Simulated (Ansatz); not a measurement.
## CdS and the effect of the share of exact exchange

```cif
data_structure
_symmetry_space_group_name_H-M 'P 1'
_symmetry_Int_Tables_number 1
_cell_length_a 4.1246
_cell_length_b 4.1246
_cell_length_c 4.1246
_cell_angle_alpha 60.000
_cell_angle_beta 60.000
_cell_angle_gamma 60.000
_cell_volume 49.62
loop_
_atom_site_label
_atom_site_type_symbol
_atom_site_fract_x
_atom_site_fract_y
_atom_site_fract_z
_atom_site_occupancy
Cd1 Cd 0.00000 0.00000 0.00000 1
S1 S 0.75000 0.75000 0.75000 1
```

Kept alike: task single point; functional HSE06 form with a typed share of exact exchange; k mesh 4 × 4 × 4; occupations fermi-dirac, width 0.05 eV; no spin polarisation. Program: Ansatz, Ansatz PAW, cutoff 420 eV. Screening held at 0.2 Å⁻¹. The mesh is that of the run's cell of 2 atoms. No spin-orbit coupling.

| share of exact exchange, α | band gap (eV) | pressure (GPa) |
| --- | --- | --- |
| 0.05 | 1.338 | 2.75 |
| 0.1 | 1.546 | 2.51 |
| 0.15 | 1.759 | 2.27 |
| 0.2 | 1.976 | 2.06 |
| 0.25 | 2.196 | 1.84 |
| 0.3 | 2.420 | 1.63 |

The k mesh is coarse, so the values aren't converged. Pressure is positive in compression, with a Pulay correction for the finite cutoff. A gap read on the mesh alone can miss an edge between its points. All rows use potentials made for PBE. The mesh is thin for exact exchange.

Task: What does the share of exact exchange change here?

Result: The band gap rises from 1.338 to 2.420 eV between 0.05 and 0.3. Exact exchange pulls filled levels down against empty ones, so the gap grows nearly in line with its share. The mean slope is +4.33 eV per unit of share. The pressure falls from 2.75 to 1.63 GPa between 0.05 and 0.3. Exact exchange shortens the bonds here, so the pressure at fixed cell falls.
